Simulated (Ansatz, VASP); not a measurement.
One calculation of Y, two programs

```
CELL_PARAMETERS angstrom
0.00000 2.50146 2.50146
2.50146 0.00000 2.50146
2.50146 2.50146 0.00000
ATOMIC_POSITIONS crystal
Y 0.00000 0.00000 0.00000
```

Change from the starting cell: volume scaled by 1.02.

Alike in both runs: task single point; functional LDA; k mesh 13 × 13 × 13; occupations fermi-dirac, width 0.05 eV; no spin polarisation.

```csv
,VASP,Ansatz
version,VASP 6.6.1,Ansatz 0.2.0
potentials or method,"VASP PAW LDA potentials, release 64 (Y_sv), cutoff 520 eV","all-electron LAPW, scalar-relativistic"
```

|  | VASP | Ansatz | Ansatz less VASP |
| --- | --- | --- | --- |
| pressure (GPa) | -2.7 | -2.5 | +0.17 |

Ansatz ran all-electron here, so the differences hold the error of VASP's frozen core and of both bases.
